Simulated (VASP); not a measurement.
Wanted: the native input for a VASP 6.6.1 run.

```
Task                   : relaxation of cell and atoms
Functional             : PBEsol
Potentials or basis    : VASP PAW PBE potentials, release 64 (Br)
Cutoff                 : 600 eV
k mesh                 : 8 × 8 × 4
Occupations            : gaussian, width 0.03 eV
Spin                   : no spin polarisation
Further INCAR settings : ALGO = Normal; EDIFF = 1e-07; IBRION = 2; EDIFFG = -0.005; NSW = 90; ISIF = 3
```

The structure of Br lies in POSCAR:

```
Br                                      
1.0
    3.6004033639     -2.0158292929      0.0000000000
    3.6004033639      2.0158292929     -0.0000000000
    0.0000000000      0.0000000000      8.5314570261
  Br            
     4
Direct
     0.8459880111586005    0.1540119888413993    0.1200952921078791
     0.6540119888413995    0.3459880111586007    0.6200952921078793
     0.1540119888413993    0.8459880111586005    0.8799047078921207
     0.3459880111586007    0.6540119888413995    0.3799047078921208
```

The input as run:

INCAR

```
ALGO = Normal ; EDIFF = 1E-7
EDIFFG = -0.005 ; ENCUT = 600
GGA = PS ; IBRION = 2
ISIF = 3 ; ISMEAR = 0
LASPH = True ; LCHARG = False
LREAL = False ; LWAVE = False
NELM = 80 ; NSW = 90
PREC = Accurate ; SIGMA = 0.03
```

KPOINTS

```
k-points
0
Gamma
  8 8 4
```

Potentials or basis: VASP PAW PBE potentials, release 64 (Br).

The run is started by

```console
$ cat potpaw_PBE.64/Br/POTCAR > POTCAR
$ mpirun -np 1 vasp_std > vasp.out
```

Results of the run:

```json
{
 "Relaxed volume": "30.92 Å³/atom",
 "Relaxed cell": "a = 4.125 Å, b = 4.125 Å, c = 8.531 Å, α = 90.00°, β = 90.00°, γ = 58.44°",
 "Space group after relaxing (to 0.05 Å)": "Cmce (No. 64)",
 "Energy gained by relaxing": "0.0 meV/atom",
 "Ionic steps": "6",
 "Pressure after relaxing": "0.0 GPa",
 "Largest force after relaxing": "0.004 eV/Å",
 "Band gap on the k mesh": "1.21 eV, indirect (least direct gap 1.28 eV)"
}
```

Caveat: the PAW data sets were made with another functional, which shifts forces and pressure a little.

It took 4.7 min on 1 thread of AMD EPYC 9R45 (Zen 5), on a shared host, peak memory 0.34 GiB.
